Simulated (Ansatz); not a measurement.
Wanted: the native input for an Ansatz 0.2.0 run.

| Item | Value |
| --- | --- |
| Task | band structure |
| Functional | PBEsol |
| Potentials or basis | Ansatz PAW |
| Cutoff | 420 eV (not typed: the program's choice for these potentials) |
| k mesh | 8 × 8 × 8 |
| Occupations | fermi-dirac, width 0.05 eV |
| Spin | spin-orbit coupling, no magnetisation |
| Path | [["G", "X", "W", "K", "G", "L", "U", "W", "L", "K"], ["U", "X"]] |
| Points for each segment of the path | 14 |

Au:

```
CELL_PARAMETERS angstrom
0.00000 2.03500 2.03500
2.03500 0.00000 2.03500
2.03500 2.03500 0.00000
ATOMIC_POSITIONS crystal
Au 0.00000 0.00000 0.00000
```

The input as run:

input.yaml

```yaml
crystal:
  lattice:
    - [0.0, 2.035, 2.035]
    - [2.035, 0.0, 2.035]
    - [2.035, 2.035, 0.0]
  atoms:
    - { symbol: Au, position: [0.0, 0.0, 0.0] }
hamiltonian:
  xc: pbesol
  pseudopotentials: { kind: paw_fr }
magnetization:
  noncollinear: true
  spin_orbit: true
kpoints:
  mp_grid: { grid: [8, 8, 8] }
  band_path:
    path:
      - [[0.0, 0.0, 0.0], [0.5, 0.0, 0.5], [0.5, 0.25, 0.75], [0.375, 0.375, 0.75], [0.0, 0.0, 0.0], [0.5, 0.5, 0.5], [0.625, 0.25, 0.625], [0.5, 0.25, 0.75], [0.5, 0.5, 0.5], [0.375, 0.375, 0.75]]
      - [[0.625, 0.25, 0.625], [0.5, 0.0, 0.5]]
    npoints: 14
scf:
  occupations: { method: fermi_dirac, width: 0.05 }
  n_extra_bands: 6
output:
  forces: true
  stress: true
  eigenvalues: true
  fatbands: true
```

Potentials or basis: Ansatz PAW.

Run with:

```console
$ ansatz run input.yaml --threads 2 --pin off --max-ram 5632MiB --backend cpu --events-out ev --progress --plain --runs-dir out
```

Results of the run:

```
Pressure               : 1.4 GPa
Band gap on the k mesh : none (metal or under the smearing width)
```

Caveat: the PAW data sets come from PBE, with cores solved anew for the run's functional, which leaves a small shift of forces and pressure.

Run time: 3.4 s on 2 threads of Intel(R) Xeon(R) Platinum 8488C (Sapphire Rapids), with other jobs on the host, peak memory 0.37 GiB.
